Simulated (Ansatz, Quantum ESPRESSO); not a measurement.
# Mn3Si: programs and potentials compared

```
CELL_PARAMETERS angstrom
0.00000 2.86100 2.86100
2.86100 0.00000 2.86100
2.86100 2.86100 0.00000
ATOMIC_POSITIONS crystal
Mn 0.75000 0.75000 0.75000
Mn 0.25000 0.25000 0.25000
Mn 0.50000 0.50000 0.50000
Si 0.00000 0.00000 0.00000
```

Alike in all runs: task band structure; functional PBEsol; k mesh 8 × 8 × 8; occupations fermi-dirac, width 0.05 eV; collinear spin, ferromagnetic start; no spin-orbit coupling. Pressure is positive in compression and, in plane waves, holds the error of the finite cutoff, which Ansatz's Pulay term estimates and takes out.

| program and potentials | plane-wave cutoff (eV) | notes | pressure (GPa) | net moment per atom (μB) |
| --- | --- | --- | --- | --- |
| Quantum ESPRESSO, GBRV 1.5 PBEsol | 612 | - | -15.78 | 0.25 |
| Ansatz, all-electron LAPW, scalar-relativistic | - | - | -15.88 | 0.25 |
| Ansatz, PAW datasets made for the crystal | 320 | - | -15.88 | 0.25 |

The pressure spans -15.88 (Ansatz, all-electron LAPW, scalar-relativistic) to -15.78 GPa (Quantum ESPRESSO, GBRV 1.5 PBEsol), with all-electron results at -15.88. All agree on the net moment per atom. The cell lies far from this level's equilibrium. The state is the one that the start led to, which needn't be the lowest.

Differences between rows come from potentials, basis sets and numerical settings, since the functional is the same but for its coding. Runs on potential files found faulty are left out.

The close agreement in pressure and moment makes the potentials an unlikely source of the large tension. The negative sign means that the cell would contract, probably because PBEsol overbinds the Mn 3d states and underestimates the magnetic expansion that accompanies local moments.

The net moment of 0.25 μB per atom corresponds to an integer per formula unit, as the Slater-Pauling rule for Heusler-type compounds predicts from the valence electron count. Hybridisation between the Mn d states on the two kinds of site favours a gap or deep minimum in one spin channel, which pins the total moment. Its small size probably reflects opposed, partly cancelling moments on these sites rather than weak magnetism on every Mn atom. The integer value suggests half-metallicity but doesn't prove it without the spin-resolved bands.

Real Mn3Si orders at low temperature as an incommensurate antiferromagnet with no net moment. A collinear calculation in the primitive cell can't represent that spiral, so the finite moment here doesn't contradict the observed order.
